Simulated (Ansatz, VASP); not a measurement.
## Two plane-wave programs on Zr

File INCAR:

```
SYSTEM = Zr
ALGO = Normal
EDIFF = 1E-7
ENCUT = 520
GGA = PS
ISIF = 2
ISMEAR = -1
LASPH = .True.
LCHARG = .True.
LELF = .True.
LREAL = .False.
LVHAR = .True.
LWAVE = .False.
NBANDS = 12
NELM = 100
PREC = Accurate
SIGMA = 0.1
```

KPOINTS

```
k-points
0
Gamma
  14 14 14
  0 0 0
```

File POSCAR:

```
Zr
1.0
    0.0000000000      2.3178792149      2.3178792149
    2.3178792149      0.0000000000      2.3178792149
    2.3178792149      2.3178792149      0.0000000000
Zr
1
Direct
    0.0000000000      0.0000000000      0.0000000000
```

Input for Ansatz:

```yaml
crystal:
  lattice:
    - [0.0, 2.3178792149, 2.3178792149]
    - [2.3178792149, 0.0, 2.3178792149]
    - [2.3178792149, 2.3178792149, 0.0]
  atoms:
    - { symbol: Zr, position: [0.0, 0.0, 0.0] }
hamiltonian:
  xc: pbesol
  pseudopotentials:
    kind: paw
    azcp:
      Zr: "pseudopotentials/Zr.paw.azcp"
basis:
  ecutwfc: 420
  fft_grid_basis: typed
kpoints:
  mp_grid: { grid: [14, 14, 14], shift: [0, 0, 0] }
magnetization:
  spin_polarized: false
scf:
  occupations: { method: fermi_dirac, width: 0.1 }
  lower_state_search: "off"
output:
  stress: true
```

Alike in both runs: task single point; functional PBEsol; k mesh 14 × 14 × 14; occupations fermi-dirac, width 0.1 eV; no spin polarisation.

```csv
,VASP,Ansatz
version,VASP 6.6.1,Ansatz 0.2.0
potentials or method,"VASP PAW PBE potentials, release 64 (Zr_sv)","plane waves (420 eV) with PAW, scalar-relativistic"
plane-wave cutoff (eV),520,420
valence electrons in the cell,12,12
```

|  | VASP | Ansatz | Ansatz less VASP |
| --- | --- | --- | --- |
| pressure (GPa) | -8.8 | -8.8 | -0.04 |

Ansatz warned: «pseudo_functional_mismatch».

Caveats: the PAW data sets were made with another functional, which shifts forces and pressure a little (VASP).
